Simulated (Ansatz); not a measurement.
# HC18: the cost of one run

All numbers below are computed with Ansatz 0.2.0 (DFT PBE, plane waves, PAW, scalar-relativistic, collinear spin).

## 1. The starting structure

The cell holds 19 atoms (C18H): a = 7.398 Å, b = 7.398 Å, c = 12.000 Å, α = 90.00°, β = 90.00°, γ = 120.00°.

The coordinates stand in the first input below.

## 2. End point A

input.yaml reads:

```yaml
crystal:
  lattice:
    - [7.398, 0.0, 0.0]
    - [-3.699, 6.406856, 0.0]
    - [0.0, 0.0, 12.0]
  atoms:
    - { symbol: C, position: [0.0, 0.0, 0.0833333] }
    - { symbol: C, position: [0.2222222, 0.1111111, 0.0833333] }
    - { symbol: C, position: [0.0, 0.3333333, 0.0833333] }
    - { symbol: C, position: [0.2222222, 0.4444444, 0.0833333] }
    - { symbol: C, position: [0.0, 0.6666667, 0.0833333] }
    - { symbol: C, position: [0.2222222, 0.7777778, 0.0833333] }
    - { symbol: C, position: [0.3333333, 0.0, 0.0833333] }
    - { symbol: C, position: [0.5555556, 0.1111111, 0.0833333] }
    - { symbol: C, position: [0.3333333, 0.3333333, 0.0833333] }
    - { symbol: C, position: [0.5555556, 0.4444444, 0.0833333] }
    - { symbol: C, position: [0.3333333, 0.6666667, 0.0833333] }
    - { symbol: C, position: [0.5555556, 0.7777778, 0.0833333] }
    - { symbol: C, position: [0.6666667, 0.0, 0.0833333] }
    - { symbol: C, position: [0.8888889, 0.1111111, 0.0833333] }
    - { symbol: C, position: [0.6666667, 0.3333333, 0.0833333] }
    - { symbol: C, position: [0.8888889, 0.4444444, 0.0833333] }
    - { symbol: C, position: [0.6666667, 0.6666667, 0.0833333] }
    - { symbol: C, position: [0.8888889, 0.7777778, 0.0833333] }
    - { symbol: H, position: [0.6956967, 0.3991604, 0.1675], spin: 1.0 }
magnetization:
  spin_polarized: true
basis:
  ecutwfc: 420.0
kpoints:
  mp_grid: { grid: [2, 2, 1] }
hamiltonian:
  xc: pbe
scf:
  occupations: { method: fermi_dirac, width: 0.05 }
  lower_state_search: "off"
relax:
  f_tol: 0.03
  max_steps: 60
  adjacent_minimum: "off"
```

Run with:

```sh
> ansatz run input.yaml --threads 2 --pin off --max-ram 5120MiB --backend cpu --events-out ev --progress --plain --runs-dir out
```

What time and memory should one allow on 2 threads of Arm Neoverse V1, shared host?

About 83 s, with a peak of 0.88 GiB.
